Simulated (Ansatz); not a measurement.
**Field gradients of BN from run to run**

Cell of run 1: an entry of the Crystallography Open Database (COD), taken as it stands.

```
B N
1.0
     2.54000    0.00000    0.00000
    -1.27000    2.19970    0.00000
     0.00000    0.00000    6.59800
B N
2 2
Direct
  0.33333 0.66667 0.25000
  0.66667 0.33333 0.75000
  0.33333 0.66667 0.75000
  0.66667 0.33333 0.25000
```

Atoms are numbered from 1 in the order listed; like atoms form one site, named after its first atom.

Relaxed positions (PBE, cell held):

```
CELL_PARAMETERS angstrom
2.54000 0.00000 0.00000
-1.27000 2.19970 0.00000
0.00000 0.00000 6.59800
ATOMIC_POSITIONS crystal
B 0.33333 0.66667 0.25000
B 0.66667 0.33333 0.75000
N 0.33333 0.66667 0.75000
N 0.66667 0.33333 0.25000
```

All runs are DFT with Ansatz 0.2.0 (plane waves and PAW, scalar-relativistic unless spin–orbit coupling is named, Γ-centred meshes, Fermi–Dirac smearing where given) in this cell.

Run 1: PBE, atoms as given; 420 eV, 13×13×5 k-points, smearing 0.02 eV.
Run 2: r2SCAN, at the relaxed atoms; 500 eV, 13×13×5 k-points, smearing 0.02 eV.
Run 3: LDA, at the relaxed atoms; 420 eV, 13×13×5 k-points, smearing 0.02 eV.
Run 4: PBEsol, at the relaxed atoms; 420 eV, 13×13×5 k-points, smearing 0.02 eV.

```tsv
run	B V_zz (η)	N V_zz (η)
1	2.74 (0.00)	-0.78 (0.00)
2	?	?
3	2.77 (0.00)	-0.37 (0.00)
4	2.72 (0.00)	-0.55 (0.00)
```

V_zz in 10²¹ V/m².

Q: Estimate the row of run 2.

A: B: 2.87 (0.00); N: -0.86 (0.00). It lies nearest to run 1, from whose tensors on these sites it differs by 0.13 at most (largest principal value of the difference, on B).

The cell isn't the equilibrium one in runs 1, 2, 3, 4 (calculated pressure -6, -10, -14, -9 GPa, with larger principal stresses), and the entry's cell may itself be off.
